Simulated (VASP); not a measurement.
**SnO2 (Cassiterite): single point with PBE**

The system is SnO2 (Cassiterite).

```
CELL_PARAMETERS angstrom
4.73800 0.00000 0.00000
0.00000 4.73800 0.00000
0.00000 0.00000 3.18650
ATOMIC_POSITIONS crystal
Sn 0.50000 0.50000 0.50000
Sn 0.00000 0.00000 0.00000
O 0.80710 0.19290 0.50000
O 0.69290 0.69290 0.00000
O 0.19290 0.80710 0.50000
O 0.30710 0.30710 0.00000
```

| Item | Value |
| --- | --- |
| Program | VASP 6.6.1 |
| Task | single point |
| Functional | PBE |
| Potentials or basis | VASP PAW PBE potentials, release 64 (Sn_d_GW, O_GW) |
| Cutoff | 550 eV |
| k mesh | 6 × 6 × 8 |
| Occupations | gaussian, width 0.05 eV |
| Spin | no spin polarisation |

```json
{
 "Pressure": "10.8 GPa",
 "Largest force": "0.276 eV/Å",
 "Band gap on the k mesh": "1.27 eV, direct"
}
```

Forces on the atoms (eV/Å):
```
Sn   0.000  0.000  0.000
Sn   0.000  0.000  0.000
O   -0.195  0.195  0.000
O    0.195  0.195  0.000
O    0.195 -0.195  0.000
O   -0.195 -0.195  0.000
```

Stress tensor (GPa, compression positive):
```
 9.75  0.00  0.00
 0.00  9.75  0.00
 0.00  0.00 12.75
```

Levels at points of the mesh, in eV from the valence-band top:
```csv
k point,band 24,band 25,band 26,band 27,band 28,band 29
"(0.00, 0.00, 0.00)",-0.78,-0.78,0.00,1.27,6.15,6.36
"(0.50, 0.00, 0.00)",-1.19,-0.64,-0.64,4.44,4.44,7.10
"(0.50, 0.50, 0.00)",-1.31,-0.90,-0.90,4.84,4.84,7.53
"(0.00, 0.00, 0.50)",-1.66,-1.26,-1.26,6.23,6.23,9.78
"(0.50, 0.00, 0.50)",-1.10,-0.70,-0.70,6.50,6.50,8.07
"(0.50, 0.50, 0.50)",-0.97,-0.84,-0.84,4.92,4.92,8.89
```

Wall time 120 s on 1 thread of Intel(R) Xeon(R) Platinum 8488C (Sapphire Rapids), with other jobs on the host, peak memory 0.27 GiB.

Caveat: spin-orbit coupling is left out, which moves the levels of the heavy elements. As with any semilocal functional, this PBE gap is likely too small.
